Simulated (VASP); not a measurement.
# Ni (Fm-3m) in VASP: band structure with PBE

Aim: the band structure of Ni with PBE.

Everything below comes from runs of VASP 6.6.1. Logs are shortened: lines on timing, memory, paths and dates and some standing lists are left out, and cuts for length are marked.

## (1) Starting point

Symmetry: Fm-3m, No. 225, cubic system. Conventional cell: a = 3.515 Å, b = 3.515 Å, c = 3.515 Å, α = 90.00°, β = 90.00°, γ = 90.00°. Ni (site symmetry m-3m) is surrounded by 12 Ni at 2.49 Å.

## (2) Band structure, PBE, collinear spin, ferromagnetic start

INCAR

```
  PREC = Accurate
  ENCUT = 350
  EDIFF = 1E-7
  ISMEAR = 0
  SIGMA = 0.1
  LREAL = F
  LASPH = T
  NELM = 120
  ALGO = Fast
  ISIF = 2
  LWAVE = F
  LCHARG = F
  ISPIN = 2
  MAGMOM = 0.8
  LORBIT = 11
  LMAXMIX = 4
  GGA = PE
  NBANDS = 15
```

KPOINTS

```
regular mesh
0
Gamma
  20 20 20
```

POSCAR

```
Ni                                      
1.0
   -0.0000000000      1.7577387682      1.7577387682
    1.7577387682      0.0000000000      1.7577387682
    1.7577387682      1.7577387682      0.0000000000
  Ni            
     1
Direct
     0.0000000000000000    0.0000000000000000    0.0000000000000000
```

KPOINTS_OPT

```
path GXWKGLUWLK,UX
10
line-mode
reciprocal
 0.0000000000  0.0000000000  0.0000000000  G
 0.5000000000  0.0000000000  0.5000000000  X

 0.5000000000  0.0000000000  0.5000000000  X
 0.5000000000  0.2500000000  0.7500000000  W

 0.5000000000  0.2500000000  0.7500000000  W
 0.3750000000  0.3750000000  0.7500000000  K

 0.3750000000  0.3750000000  0.7500000000  K
 0.0000000000  0.0000000000  0.0000000000  G

 0.0000000000  0.0000000000  0.0000000000  G
 0.5000000000  0.5000000000  0.5000000000  L

 0.5000000000  0.5000000000  0.5000000000  L
 0.6250000000  0.2500000000  0.6250000000  U

 0.6250000000  0.2500000000  0.6250000000  U
 0.5000000000  0.2500000000  0.7500000000  W

 0.5000000000  0.2500000000  0.7500000000  W
 0.5000000000  0.5000000000  0.5000000000  L

 0.5000000000  0.5000000000  0.5000000000  L
 0.3750000000  0.3750000000  0.7500000000  K

 0.6250000000  0.2500000000  0.6250000000  U
 0.5000000000  0.0000000000  0.5000000000  X
```

Potentials or basis: VASP PAW PBE potentials, release 64 (Ni).

Launch:

```sh
cat potpaw_PBE.64/Ni/POTCAR > POTCAR
mpirun -np 1 vasp_std > vasp.out
```

OUTCAR:

```text
PREC = Accurate
   ENCUT = 350
   EDIFF = 1E-7
   ISMEAR = 0
   LREAL = F
   LASPH = T
   NELM = 120
   ISIF = 2
   ISPIN = 2
   LORBIT = 11
   GGA = PE

 ion  position               nearest neighbor table
   1  0.000  0.000  0.000-

  LATTYP: Found a face centered cubic cell.
 ALAT       =     3.5154775364

  Lattice vectors:

 A1 = (   0.0000000000,   1.7577387682,   1.7577387682)
 A2 = (   1.7577387682,   0.0000000000,   1.7577387682)
 A3 = (   1.7577387682,   1.7577387682,   0.0000000000)

Analysis of symmetry for initial positions (statically):
=====================================================================
 Subroutine PRICEL returns:
 Original cell was already a primitive cell.

 Routine SETGRP: Setting up the symmetry group for a
 face centered cubic supercell.

 Subroutine GETGRP returns: Found 48 space group operations
 (whereof 48 operations were pure point group operations)
 out of a pool of 48 trial point group operations.

The static configuration has the point symmetry O_h .

Analysis of symmetry for dynamics (positions and initial velocities):
=====================================================================
 Subroutine PRICEL returns:
 Original cell was already a primitive cell.

 Routine SETGRP: Setting up the symmetry group for a
 face centered cubic supercell.

 Subroutine GETGRP returns: Found 48 space group operations
 (whereof 48 operations were pure point group operations)
 out of a pool of 48 trial point group operations.

The dynamic configuration has the point symmetry O_h .

Analysis of structural, dynamic, and magnetic symmetry:
=====================================================================
 Subroutine PRICEL returns:
 Original cell was already a primitive cell.

 Routine SETGRP: Setting up the symmetry group for a
 face centered cubic supercell.

 Subroutine GETGRP returns: Found 48 space group operations
 (whereof 48 operations were pure point group operations)
 out of a pool of 48 trial point group operations.

The overall configuration has the point symmetry O_h .

 Subroutine INISYM returns: Found 48 space group operations
 (whereof 48 operations are pure point group operations),
 and found     1 'primitive' translations

----------------------------------------------------------------------------------------

                                     Primitive cell

  volume of cell :      10.8616

  direct lattice vectors                    reciprocal lattice vectors
     0.000000000  1.757738768  1.757738768    -0.284456376  0.284456376  0.284456376
     1.757738768  0.000000000  1.757738768     0.284456376 -0.284456376  0.284456376
     1.757738768  1.757738768  0.000000000     0.284456376  0.284456376 -0.284456376

  length of vectors
     2.485818005  2.485818005  2.485818005     0.492692896  0.492692896  0.492692896

  position of ions in fractional coordinates (direct lattice)
     0.000000000  0.000000000  0.000000000

  ion indices of the primitive-cell ions
   primitive index   ion index
                 1           1

----------------------------------------------------------------------------------------

 KPOINTS: regular mesh

Automatic generation of k-mesh.
 Grid dimensions read from file:
 generate k-points for:   20   20   20

 Generating k-lattice:

  Cartesian coordinates                     Fractional coordinates (reciprocal lattice)
    -0.014222819  0.014222819  0.014222819     0.050000000  0.000000000  0.000000000
     0.014222819 -0.014222819  0.014222819     0.000000000  0.050000000  0.000000000
     0.014222819  0.014222819 -0.014222819     0.000000000  0.000000000  0.050000000

  Length of vectors
     0.024634645  0.024634645  0.024634645

  Shift w.r.t. Gamma in fractional coordinates (k-lattice)
     0.000000000  0.000000000  0.000000000

 Subroutine IBZKPT returns following result:
 ===========================================

 Found    256 irreducible k-points:

 Following reciprocal coordinates:
            Coordinates               Weight
  0.000000  0.000000  0.000000      1.000000
  0.050000  0.000000  0.000000      8.000000
  0.100000  0.000000  0.000000      8.000000
  0.150000  0.000000  0.000000      8.000000
  0.200000  0.000000  0.000000      8.000000
  0.250000  0.000000  0.000000      8.000000
[... 16 lines left out ...]
 -0.400000  0.050000  0.000000     24.000000
 -0.350000  0.050000  0.000000     24.000000
 [... further k-points ...]
   k-points           NKPTS =    256   k-points in BZ     NKDIM =    256   number of bands    NBANDS=     15
   number of dos      NEDOS =    301   number of ions     NIONS =      1
   total plane-waves  NPLWV =   4096
   dimension x,y,z NGX =    16 NGY =   16 NGZ =   16
   dimension x,y,z NGXF=    32 NGYF=   32 NGZF=   32
   ions per type =               1
   NGX,Y,Z   is equivalent  to a cutoff of  10.70, 10.70, 10.70 a.u.
   NGXF,Y,Z  is equivalent  to a cutoff of  21.40, 21.40, 21.40 a.u.
 SYSTEM =  unknown system
   PREC   = accura    normal or accurate (medium, high low for compatibility)
   ISTART =      0    job   : 0-new  1-cont  2-samecut
   ICHARG =      2    charge: 1-file 2-atom 10-const
   ISPIN  =      2    spin polarized calculation?
   LNONCOLLINEAR =      F non collinear calculations
   LSORBIT =      F    spin-orbit coupling
   LASPH  =      T    aspherical Exc in radial PAW
   ENCUT  =  350.0 eV  25.72 Ry    5.07 a.u.   3.79  3.79  3.79*2*pi/ulx,y,z
   NELM   =    120;   NELMIN=  2; NELMDL= -5     # of ELM steps
   EDIFF  = 0.1E-06   stopping-criterion for ELM
   LREAL  =      F    real-space projection
   EDIFFG = 0.1E-05   stopping-criterion for IOM
   NSW    =      0    number of steps for IOM
   IBRION =     -1    ionic relax: 0-MD 1-quasi-New 2-CG
   NFREE  =      0    steps in history (QN), initial steepest desc. (CG)
   ISIF   =      2    stress and relaxation
   ISYM   =      2    0-nonsym 1-usesym 2-fastsym
   POTIM  = 0.5000    time-step for ionic-motion
   TEBEG  =    0.0;   TEEND  =   0.0 temperature during run
   PSTRESS=    0.0 pullay stress
   NELECT =      10.0000    total number of electrons
   NUPDOWN=      -1.0000    fix difference up-down
   EMIN   =  10.00;   EMAX   =-10.00  energy-range for DOS
   EFERMI =   0.00;   METHOD = LEGACY
   ISMEAR =     0;   SIGMA  =   0.10  broadening in eV -4-tet -1-fermi 0-gaus
   EFERMI_NEDOS =   21; number of points for ismear=-14 and -15
   IALGO  =     68    algorithm
   IMIX   =      4    mixing-type and parameters
     AMIX     =   0.40;   BMIX     =  1.00
     AMIX_MAG =   1.60;   BMIX_MAG =  1.00
  volume/ion in A,a.u.               =      10.86        73.30
  Fermi-wavevector in a.u.,A,eV,Ry     =   1.592614  3.009604 34.510076  2.536419
  Thomas-Fermi vector in A             =   2.690972
   LORBIT       =     11    0 simple, 1 ext, 2 COOP (PROOUT), +10 PAW based schemes
   GGA     = PE    functional components
   LHFCALC =     F    Hartree Fock is set to
   AEXX    =    0.0000 exact exchange contribution
   IVDW    =     0    specifies the selected vdW correction
   LEPSILON=     F    determine dielectric tensor
   LRPA    =     F    only Hartree local field effects (RPA)
 spin polarized calculation
 RMM-DIIS sequential band-by-band and
 Gauss-broadening in eV      SIGMA  =   0.10
  energy-cutoff  :      350.00
  volume of cell :       10.86
 maximum number of plane-waves:       170
   NGX =  7   NGY =  7   NGZ =  7

 number of electron      10.0000001 magnetization       0.6289042

 Free energy of the ion-electron system (eV)
  ---------------------------------------------------
  ext. energy  EPLUGINS =         0.00000000
  ---------------------------------------------------
  free energy    TOTEN  =        -5.48112631 eV

  energy without entropy =       -5.47239090  energy(sigma->0) =       -5.47675860

 E-fermi :   9.4110     XC(G=0): -13.2688

 val. band max:        9.4076316536   @ k =   0.3500   0.2500   0.0500
 cond. band min:       9.4110584530   @ k =  -0.4500   0.5000   0.0500
 fundamental gap:      0.0034267994
 Fermi energy:         9.4110062507

 spin component 1

 k-point     1 :       0.0000    0.0000    0.0000
  band No.  band energies     occupation
      1       0.3774      1.00000
      2       6.9651      1.00000
      3       6.9651      1.00000
      4       6.9651      1.00000
      5       8.1471      1.00000
      6       8.1471      1.00000
      7      33.1425      0.00000
      8      37.0134      0.00000
      9      37.0134      0.00000
     10      37.0134      0.00000
     11      39.9639      0.00000
     12      39.9639      0.00000
     13      39.9639      0.00000
     14      42.9252      0.00000
     15      49.2341      0.00000
[... 397 lines left out ...]
 k-point    24 :      -0.3500    0.0500    0.0000
  band No.  band energies     occupation
      1       4.2109      1.00000
      2       7.0532      1.00000
      3       7.1083      1.00000
      4       7.2252      1.00000
      5       8.4785      1.00000
      6       8.8285      1.00000
      7      18.5565      0.00000
      8      31.1097      0.00000
      9      33.4785      0.00000
     10      35.3500      0.00000
     11      37.3384      0.00000
     12      39.1828      0.00000
     13      43.4162      0.00000
     14      50.1117      0.00000
     15      51.8458      0.00000

 [... further k-points ...]

 spin component 2

 k-point     1 :       0.0000    0.0000    0.0000
  band No.  band energies     occupation
      1       0.3410      1.00000
      2       7.7234      1.00000
      3       7.7234      1.00000
      4       7.7234      1.00000
      5       8.7346      1.00000
      6       8.7346      1.00000
      7      32.9767      0.00000
      8      36.9924      0.00000
      9      36.9924      0.00000
     10      36.9924      0.00000
     11      40.0643      0.00000
     12      40.0643      0.00000
     13      40.0643      0.00000
     14      42.7995      0.00000
     15      49.4322      0.00000
[... 397 lines left out ...]
 k-point    24 :      -0.3500    0.0500    0.0000
  band No.  band energies     occupation
      1       4.4252      1.00000
      2       7.5875      1.00000
      3       7.7009      1.00000
      4       7.7428      1.00000
      5       9.2118      0.99758
      6       9.5253      0.05299
      7      18.8011      0.00000
      8      31.0751      0.00000
      9      33.4772      0.00000
     10      35.4533      0.00000
     11      37.3654      0.00000
     12      39.2002      0.00000
     13      43.4743      0.00000
     14      50.1819      0.00000
     15      51.9739      0.00000

 [... further k-points ...]
[... 5 lines left out ...]
  --------------------------------------------------------------------------------------
  -------------------------------------------------------------------------------------
  Total       -0.0018568     -0.0018568     -0.0018568     -0.0000000      0.0000000      0.0000000
  in kB       -0.2738927     -0.2738927     -0.2738927     -0.0000000      0.0000000      0.0000000
  external PRESSURE =      -0.2738927 kB  Pullay stress =       0.0000000 kB

 VOLUME and BASIS-vectors are now :
 -----------------------------------------------------------------------------
  energy-cutoff  :      350.00
  volume of cell :       10.86
      direct lattice vectors                 reciprocal lattice vectors
     0.000000000  1.757738768  1.757738768    -0.284456376  0.284456376  0.284456376
     1.757738768  0.000000000  1.757738768     0.284456376 -0.284456376  0.284456376
     1.757738768  1.757738768  0.000000000     0.284456376  0.284456376 -0.284456376

 POSITION                                       TOTAL-FORCE (eV/Angst)
 -----------------------------------------------------------------------------------
      0.00000      0.00000      0.00000         0.000000     -0.000000     -0.000000
 -----------------------------------------------------------------------------------
    total drift:                                0.000000      0.000000     -0.000000

  FREE ENERGIE OF THE ION-ELECTRON SYSTEM (eV)
  ---------------------------------------------------
  free  energy   TOTEN  =        -5.4811263092 eV

  energy  without entropy=       -5.4723908979  energy(sigma->0) =       -5.47675860

 total charge

# of ion       s       p       d       tot
------------------------------------------
    1        0.499   0.500   8.305   9.304

 magnetization (x)

# of ion       s       p       d       tot
------------------------------------------
    1       -0.007  -0.025   0.673   0.641
```

It took 26 s on 1 thread of Intel Xeon Platinum 8559C (Emerald Rapids), shared host; peak memory 0.17 GiB.

Results:

```yaml
Free_energy: -5.4811 eV
Pressure: 0.0 GPa
Band_gap_along_the_path: none (metal or under the smearing width)
Net_moment: 0.63 μB per cell
Site_moments: Ni +0.64 μB
Valence_electrons_inside_the_program's_atomic_spheres: Ni 9.30
```

Levels at the corners of the path, in eV from the Fermi level:
Spin up:
```tsv
point	band 3	band 4	band 5	band 6	band 7	band 8
Γ	-2.45	-2.45	-1.26	-1.26	23.73	27.60
X	-0.55	-0.48	-0.48	2.44	9.23	14.83
X	-0.55	-0.48	-0.48	2.44	9.23	14.83
W	-3.08	-1.33	-0.48	7.73	7.73	9.97
W	-3.08	-1.33	-0.48	7.73	7.73	9.97
K	-2.12	-1.10	-0.74	5.71	7.28	9.95
K	-2.12	-1.10	-0.74	5.71	7.28	9.95
Γ	-2.45	-2.45	-1.26	-1.26	23.73	27.60
Γ	-2.45	-2.45	-1.26	-1.26	23.73	27.60
L	-2.43	-0.61	-0.61	-0.31	5.66	22.22
L	-2.43	-0.61	-0.61	-0.31	5.66	22.22
U	-2.12	-1.10	-0.74	5.71	7.28	9.95
U	-2.12	-1.10	-0.74	5.71	7.28	9.95
W	-3.08	-1.33	-0.48	7.73	7.73	9.97
W	-3.08	-1.33	-0.48	7.73	7.73	9.97
L	-2.43	-0.61	-0.61	-0.31	5.66	22.22
L	-2.43	-0.61	-0.61	-0.31	5.66	22.22
K	-2.12	-1.10	-0.74	5.71	7.28	9.95
U	-2.12	-1.10	-0.74	5.71	7.28	9.95
X	-0.55	-0.48	-0.48	2.44	9.23	14.83
```
Spin down:
```tsv
point	band 1	band 2	band 3	band 4	band 5	band 6	band 7	band 8	band 9
Γ	-9.07	-1.69	-1.69	-1.69	-0.68	-0.68	23.57	27.58	27.58
X	-4.32	-3.59	0.06	0.39	0.39	2.39	9.47	14.84	14.84
X	-4.32	-3.59	0.06	0.39	0.39	2.39	9.47	14.84	14.84
W	-3.39	-2.47	-2.47	-0.77	0.39	7.91	7.91	10.13	11.25
W	-3.39	-2.47	-2.47	-0.77	0.39	7.91	7.91	10.13	11.25
K	-3.56	-3.18	-1.50	-0.52	0.12	5.92	7.46	10.15	17.21
K	-3.56	-3.18	-1.50	-0.52	0.12	5.92	7.46	10.15	17.21
Γ	-9.07	-1.69	-1.69	-1.69	-0.68	-0.68	23.57	27.58	27.58
Γ	-9.07	-1.69	-1.69	-1.69	-0.68	-0.68	23.57	27.58	27.58
L	-4.42	-1.81	-1.81	-0.37	0.15	0.15	6.09	22.08	24.78
L	-4.42	-1.81	-1.81	-0.37	0.15	0.15	6.09	22.08	24.78
U	-3.56	-3.18	-1.50	-0.52	0.12	5.92	7.46	10.15	17.21
U	-3.56	-3.18	-1.50	-0.52	0.12	5.92	7.46	10.15	17.21
W	-3.39	-2.47	-2.47	-0.77	0.39	7.91	7.91	10.13	11.25
W	-3.39	-2.47	-2.47	-0.77	0.39	7.91	7.91	10.13	11.25
L	-4.42	-1.81	-1.81	-0.37	0.15	0.15	6.09	22.08	24.78
L	-4.42	-1.81	-1.81	-0.37	0.15	0.15	6.09	22.08	24.78
K	-3.56	-3.18	-1.50	-0.52	0.12	5.92	7.46	10.15	17.21
U	-3.56	-3.18	-1.50	-0.52	0.12	5.92	7.46	10.15	17.21
X	-4.32	-3.59	0.06	0.39	0.39	2.39	9.47	14.84	14.84
```
